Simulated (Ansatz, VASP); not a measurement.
# Two plane-wave programs on Sb

INCAR

```
SYSTEM = Sb
PREC = Accurate
ENCUT = 520
EDIFF = 1E-7
ISMEAR = -1
SIGMA = 0.1
LREAL = .False.
LASPH = .True.
NELM = 80
ALGO = Normal
ISIF = 2
LWAVE = .False.
LCHARG = .True.
GGA = B5
ALDAX = 1.0
AGGAX = 1.0
AGGAC = 1.0
ALDAC = 0.0
LELF = .True.
LVHAR = .True.
NBANDS = 8
```

KPOINTS

```
Automatic mesh
0
Gamma
  13 13 13
  0 0 0
```

Contents of POSCAR:

```
Sb
1.0
   -2.0070599150      2.0070599150      2.0070599150
    2.0070599150     -2.0070599150      2.0070599150
    2.0070599150      2.0070599150     -2.0070599150
Sb
1
Direct
    0.0000000000      0.0000000000      0.0000000000
```

Input for Ansatz:

```yaml
crystal:
  lattice:
    - [-2.007059915, 2.007059915, 2.007059915]
    - [2.007059915, -2.007059915, 2.007059915]
    - [2.007059915, 2.007059915, -2.007059915]
  atoms:
    - { symbol: Sb, position: [0.0, 0.0, 0.0] }
hamiltonian:
  xc: blyp
  pseudopotentials:
    kind: paw
    azcp:
      Sb: "pseudopotentials/Sb.paw.azcp"
basis:
  ecutwfc: 420
  fft_grid_basis: typed
kpoints:
  mp_grid: { grid: [13, 13, 13], shift: [0, 0, 0] }
magnetization:
  spin_polarized: false
scf:
  occupations: { method: fermi_dirac, width: 0.1 }
  lower_state_search: "off"
output:
  stress: true
  write_density: true
  write_potential: true
  elf: true
  volumetric_format: npy
```

Alike in both runs: task single point; functional BLYP; k mesh 13 × 13 × 13; occupations fermi-dirac, width 0.1 eV; no spin polarisation.

|  | VASP | Ansatz |
| --- | --- | --- |
| version | VASP 6.6.1 | Ansatz 0.2.0 |
| potentials or method | VASP PAW PBE potentials, release 64 (Sb) | plane waves (420 eV) with PAW, scalar-relativistic |
| plane-wave cutoff (eV) | 520 | 420 |
| valence electrons in the cell | 5 | 15 |

|  | VASP | Ansatz | Ansatz less VASP |
| --- | --- | --- | --- |
| pressure (GPa) | -2.6 | -2.7 | -0.09 |

The two sets of potentials don't hold the same shells in valence.

Caveats: the PAW data sets were made with another functional, which shifts forces and pressure a little (VASP). The runs have no spin-orbit coupling, so splittings on Sb are missing.
